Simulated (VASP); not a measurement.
Set up this calculation in VASP 6.6.1, as the native input.

```
Task                   : single point
Functional             : PBE
Potentials or basis    : VASP PAW PBE potentials, release 64 (W_sv, C)
Cutoff                 : 520 eV
k mesh                 : 10 × 10 × 9
Occupations            : gaussian, width 0.012 eV
Spin                   : no spin polarisation
Further INCAR settings : ALGO = Normal; EDIFF = 1e-07
```

The structure of WC (Qusongite) lies in POSCAR:

```
WC
1.0
    2.9065000000      0.0000000000      0.0000000000
   -1.4532500000      2.5171028361      0.0000000000
    0.0000000000      0.0000000000      2.8366000000
W C
1 1
Direct
    0.0000000000      0.0000000000      0.0000000000
    0.6666666667      0.3333333333      0.5000000000
```

These files were run (other wordings do the same):

INCAR

```
  PREC = Accurate
  ENCUT = 520
  EDIFF = 1E-7
  ISMEAR = 0
  SIGMA = 0.012
  LREAL = F
  LASPH = T
  NELM = 100
  ALGO = Normal
  ISIF = 2
  LWAVE = F
  LCHARG = F
  GGA = PE
```

KPOINTS

```
regular mesh
0
Gamma
  10 10 9
```

Potentials or basis: VASP PAW PBE potentials, release 64 (W_sv, C).

Command:

```sh
$ cat potpaw_PBE.64/W_sv/POTCAR potpaw_PBE.64/C/POTCAR > POTCAR
$ mpirun -np 1 vasp_std > vasp.out
```

It gave:

* Pressure: 6.7 GPa
* Band gap on the k mesh: none (metal or under the smearing width)

Wall time 27 s on 1 thread of AMD EPYC 7R43 64-Core Processor (Zen 3) (shared host), peak memory 0.12 GiB.
